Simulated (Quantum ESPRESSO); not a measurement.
# CuO under changes of volume

One of the cells (11.053 Å³/atom); the others are scaled copies at fixed shape and fractional positions:

```
Cu O
1.0
     1.99097   -2.15355    0.00000
     1.99097    2.15355    0.00000
     0.00000    0.00000    5.15593
Cu O
2 2
Direct
  0.50000 0.00000 0.00000
  0.00000 0.50000 0.50000
  0.50000 0.50000 0.25000
  0.50000 0.50000 0.75000
```

Measurements of this composition are mostly on another form, of space group No. 15.

| Item | Value |
| --- | --- |
| Program | Quantum ESPRESSO 7.5 |
| Functional | PBE |
| Potentials or basis | SSSP 1.3 efficiency PBE |
| Cutoff | 748 eV |
| Density cutoff | 5987 eV |
| k mesh | 9 × 9 × 5 |
| Occupations | fermi-dirac, width 0.05 eV |
| Spin | no spin polarisation |

```tsv
volume (Å³/atom)	energy over the lowest point (meV/atom)	pressure (GPa)
10.390	29.19	12.6
10.611	14.16	8.4
10.832	4.66	4.6
11.053	0.12	1.2
11.274	0.00	-1.8
11.496	3.82	-4.5
11.717	?	?
```

Problem. What does the run at 11.717 Å³/atom give?

Solution. Energy over the lowest point 11.18 meV/atom; pressure -6.9 GPa.

Worked out: A Birch-Murnaghan fit of order 3 (a polynomial in V^(-2/3)) to the other rows has its minimum at 11.17 Å³/atom with B0 = V·E''(V) = 152 GPa and B' = 4.8 at fixed shape and positions, which overstates the stiffness. It gives 11.15 meV/atom at 11.717 Å³/atom, against the run's 11.18, and -dE/dV = -6.5 GPa, against -6.9.

Energies are extrapolated to zero smearing.

Caveats: the run has no spin polarisation, though such a crystal can be magnetic.
